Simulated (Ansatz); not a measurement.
Crystal: SiO2.

```
CELL_PARAMETERS angstrom
-2.83790 2.83790 5.66021
2.83790 -2.83790 5.66021
2.83790 2.83790 -5.66021
ATOMIC_POSITIONS crystal
Si 0.87500 0.26362 0.88862
Si 0.01362 0.62500 0.88862
Si 0.73638 0.12500 0.11138
Si 0.37500 0.98638 0.11138
O 0.63373 0.13373 0.50000
O 0.46788 0.96788 0.93575
O 0.03212 0.53212 0.06425
O 0.11627 0.11627 0.00000
O 0.88373 0.88373 0.00000
O 0.86627 0.36627 0.50000
O 0.28212 0.71788 0.00000
O 0.71788 0.28212 0.00000
```

The cell comes from a database or a generator and needn't be the stable form of this composition.

Base run:

```yaml
Program: Ansatz 0.2.0
Functional: r2SCAN
Potentials_or_basis: Ansatz PAW
Cutoff: "500 eV (not typed: the program's choice for these potentials)"
k_mesh: 7 × 7 × 7
Occupations: fermi-dirac, width 0.05 eV
Spin: no spin polarisation
```

Its results: band gap on the k mesh 5.46 eV, direct; pressure -4.4 GPa; largest force 0.447 eV/Å.

**Question.** The run is repeated on the same cell with these changes: functional from r2SCAN to PBE; cutoff from 500 eV (not typed: the program's choice for these potentials) to 250 eV. What comes out?

**Answer.** Band gap on the k mesh 4.66 eV, direct; pressure 2.2 GPa; largest force 0.371 eV/Å.

r2SCAN gives the wider gap, since meta-GGAs in the generalised Kohn-Sham scheme recover part of the derivative discontinuity.

Caveats: the PAW data sets come from PBE, with cores solved anew for the run's functional, which leaves a small shift of forces and pressure (some runs); odd divisions of the mesh miss points on the zone boundary, where band edges often lie, so the gap on the mesh can be too wide (some runs); the pressure holds a Pulay correction of +60.3 GPa for the finite cutoff (some runs); the cutoff lies under the one recommended for these potentials (some runs).
